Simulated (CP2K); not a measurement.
## SnSe: single point with PBEsol

The system is SnSe.

```
Sn Se
1.0
     4.25678    0.00000    0.00000
     2.12839    3.68648    0.00000
     2.12839    1.22883    3.47565
Sn Se
1 1
Direct
  0.00000 0.00000 0.00000
  0.50000 0.50000 0.50000
```

Measurements of this composition are mostly on another form, of space group No. 62.

- Program: CP2K 2026.2
- Task: single point
- Functional: PBEsol
- Potentials or basis: POTENTIAL_UZH Sn GTH-PBE-q4, Se GTH-PBE-q6; TZVP-MOLOPT-PBE-GTH basis
- Density cutoff: 6123 eV
- k mesh: 8 × 8 × 8
- Occupations: fermi-dirac, width 0.05 eV
- Spin: no spin polarisation
- SCF solver: diagonalisation with k points
- Quickstep method: GPW
- EPS_DEFAULT: 1.0E-10
- EPS_SCF: 1.0E-6
- MAX_SCF: 100
- SCF_GUESS: ATOMIC
- k points reduced by the point group: yes
- Mesh centred on Gamma: yes
- CHOLESKY: OFF
- EPS_EIGVAL: 1.0E-7
- MIXING METHOD: BROYDEN_MIXING
- MIXING ALPHA: 0.4
- NBUFFER: 8
- NGRIDS: 5
- Basis sets: Sn TZVP-MOLOPT-PBE-GTH-q4, Se TZVP-MOLOPT-PBE-GTH-q6
- Potentials: Sn GTH-PBE-q4 of POTENTIAL_UZH, Se GTH-PBE-q6 of POTENTIAL_UZH
- ADDED_MOS: [10]
- REL_CUTOFF (Ry): 60 Ry
- MIXING BETA (1/bohr): 1.5 1/bohr
- CUTOFF of the grids: 450 Ry

| Quantity | Value |
| --- | --- |
| Pressure | 0.2 GPa |
| Band gap on the k mesh | 0.70 eV, direct |
| Mulliken charges | Sn +0.45; Se -0.45 e |
| Hirshfeld charges | Sn +0.18; Se -0.18 e |

Levels at points of the mesh, in eV from the valence-band top:
```tsv
k point	band 2	band 3	band 4	band 5	band 6	band 7	band 8	band 9
(0.00, 0.00, 0.00)	-4.96	-2.08	-2.08	-2.08	4.47	4.47	4.47	7.01
(0.00, 0.00, 0.50)	-8.00	-1.91	-1.91	0.00	0.70	1.34	1.34	9.59
(0.00, 0.50, 0.50)	-5.90	-5.50	-3.59	-3.59	3.72	5.57	5.57	6.23
```

Run time: 58 s on 1 thread of AMD EPYC 7571, on a shared host, peak memory 0.34 GiB.

Caveat: Mulliken charges move with the basis; the potentials were made for another functional, which shifts forces and pressure; spin-orbit coupling is left out, which moves the levels of the heavy elements; the basis of atomic orbitals isn't converged, which shifts pressures, moduli and gaps. A k mesh can miss the band edges.
